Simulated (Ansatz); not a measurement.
# NiGe: vibrational free energy, entropy and heat capacity

Method: DFT PBE, scalar-relativistic, plane waves, PAW in Ansatz 0.2.0. Settings: 420 eV plane-wave cutoff, Γ-centred 8×12×8 mesh, Fermi-Dirac smearing of 0.15 eV. No spin polarisation. Phonons by linear response, acoustic sum rule imposed.

Equilibrium structure at this level:
```
Ni Ge
1.0
     5.37824    0.00000    0.00000
     0.00000    3.49091    0.00000
     0.00000    0.00000    5.86193
Ni Ge
4 4
Direct
  0.99430 0.75000 0.19144
  0.00570 0.25000 0.80856
  0.50570 0.25000 0.69144
  0.49430 0.75000 0.30856
  0.80969 0.75000 0.58736
  0.19031 0.25000 0.41264
  0.69031 0.25000 0.08736
  0.30969 0.75000 0.91264
```

It was relaxed at this level from a cell as deposited in COD. In a metal, frequencies and elastic constants depend on the k mesh and the smearing, soft modes and shear constants most. Some empty bands missed the eigensolver's threshold. The q mesh is coarse, so values between its points are rough.

Force constants from linear response on a 1×2×1 q mesh, interpolated to a fine mesh.

Task: Give the zero-point energy per atom.

Result: 32.6 meV.

Task: How large are the vibrational entropy and heat capacity at 300 K?

Result: S = 3.81 k_B and C_V = 2.81 k_B per atom, 94 % of the Dulong–Petit value.

Task: Tabulate them against temperature.

Result:
```
T (K)  F_vib (meV/atom)  S (k_B/atom)  C_V (k_B/atom)
  100              29.3          1.14            1.82
  200              12.4          2.71            2.61
  300             -16.0          3.81            2.81
  400             -52.5          4.63            2.89
  500             -95.3          5.28            2.93
  600            -143.2          5.82            2.95
  700            -195.3          6.27            2.96
  800            -251.1          6.67            2.97
  900            -310.2          7.02            2.98
 1000            -372.0          7.33            2.98
```
